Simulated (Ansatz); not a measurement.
Set up this calculation in Ansatz 0.2.0, as the native input.

```
Task                                : band structure
Functional                          : r2SCAN
Potentials or basis                 : Ansatz PAW
Cutoff                              : 500 eV (not typed: the program's choice for these potentials)
k mesh                              : 10 × 10 × 5
Occupations                         : fermi-dirac, width 0.05 eV
Spin                                : no spin polarisation
Path                                : [["G", "Y", "F", "L", "I"], ["I1", "Z", "F1"], ["Y", "X1"], ["X", "G", "N"], ["M", "G"]]
Points for each segment of the path : 14
```

The system is CuO (Tenorite).

```
CELL_PARAMETERS angstrom
2.34185 -1.71130 0.00000
2.34185 1.71130 0.00000
-0.85003 0.00000 5.05787
ATOMIC_POSITIONS crystal
Cu 0.50000 0.00000 0.50000
Cu 0.00000 0.50000 0.00000
O 0.41840 0.58160 0.75000
O 0.58160 0.41840 0.25000
```

One way to write it, as run:

input.yaml

```yaml
crystal:
  lattice:
    - [2.34185, -1.7113, 0.0]
    - [2.34185, 1.7113, 0.0]
    - [-0.8500274268, 0.0, 5.0578693947]
  atoms:
    - { symbol: Cu, position: [0.5, 0.0, 0.5] }
    - { symbol: Cu, position: [0.0, 0.5, 0.0] }
    - { symbol: O, position: [0.4184, 0.5816, 0.75] }
    - { symbol: O, position: [0.5816, 0.4184, 0.25] }
hamiltonian:
  xc: r2scan
  pseudopotentials: { kind: paw }
kpoints:
  mp_grid: { grid: [10, 10, 5] }
  band_path:
    path:
      - [[0.0, 0.0, 0.0], [-0.5, -0.5, 0.0], [-0.5247847702, -0.5247847702, 0.3275098836], [-0.5, -0.5, 0.5], [-0.6335075857, -0.3664924143, 0.5]]
      - [[-0.3664924143, 0.3664924143, 0.5], [0.0, 0.0, 0.5], [-0.4752152298, -0.4752152298, 0.6724901164]]
      - [[-0.5, -0.5, 0.0], [-0.612731633, -0.387268367, 0.0]]
      - [[-0.387268367, 0.387268367, 0.0], [0.0, 0.0, 0.0], [-0.5, 0.0, 0.0]]
      - [[-0.5, 0.0, 0.5], [0.0, 0.0, 0.0]]
    npoints: 14
scf:
  occupations: { method: fermi_dirac, width: 0.05 }
  n_extra_bands: 10
output:
  forces: true
  stress: true
  eigenvalues: true
  fatbands: false
```

Potentials or basis: Ansatz PAW.

Run with:

```bash
$ ansatz run input.yaml --threads 2 --pin off --max-ram 5120MiB --backend cpu --events-out ev --progress --plain --runs-dir out
```

Results of the run:

```json
{"Pressure": "-1.3 GPa", "Largest force": "0.285 eV/Å", "Band gap on the k mesh": "none (metal or under the smearing width)"}
```

Caveat: the run has no spin polarisation, though such a crystal can be magnetic; semilocal functionals often make such compounds metallic where correlation or magnetic order opens a gap, which also shifts bond lengths; the PAW data sets come from PBE, with cores solved anew for the run's functional, which leaves a small shift of forces and pressure.

Run time: 5.2 s on 2 threads of AMD EPYC 9R45 96-Core Processor (Zen 5) (shared host), peak memory 0.63 GiB.
